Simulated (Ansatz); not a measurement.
A crystal relaxed with r2SCAN in Ansatz 0.2.0 has space group F-43m (No. 216) and a = 5.878 Å.

| atom | site | x | y | z |
| --- | --- | --- | --- | --- |
| Cd | 4a | 0.0000 | 0.0000 | 0.0000 |
| Xx | 4d | 0.2500 | 0.2500 | 0.7500 |

r2SCAN gives a direct gap of 1.54 eV at Γ. With HSE06 the gap is 2.11 eV and direct, at Γ. Meshes: r2SCAN 8×8×8, HSE06 6×6×6. r2SCAN's ε∞ is 5.5 in all directions.

Task: Which element is Xx?
A. O
B. Te
C. Se
D. S

Result: D. Xx is S: a 2-atom cell of CdS started from a crystallographic database. Cd has 4 S at 2.55 Å; S has 4 Cd at 2.55 Å.

Calculated for a static, non-magnetic cell.

The runs are scalar-relativistic, without spin-orbit coupling.

The meshes of the hybrids are coarse, so their gaps aren't converged to the digits shown.
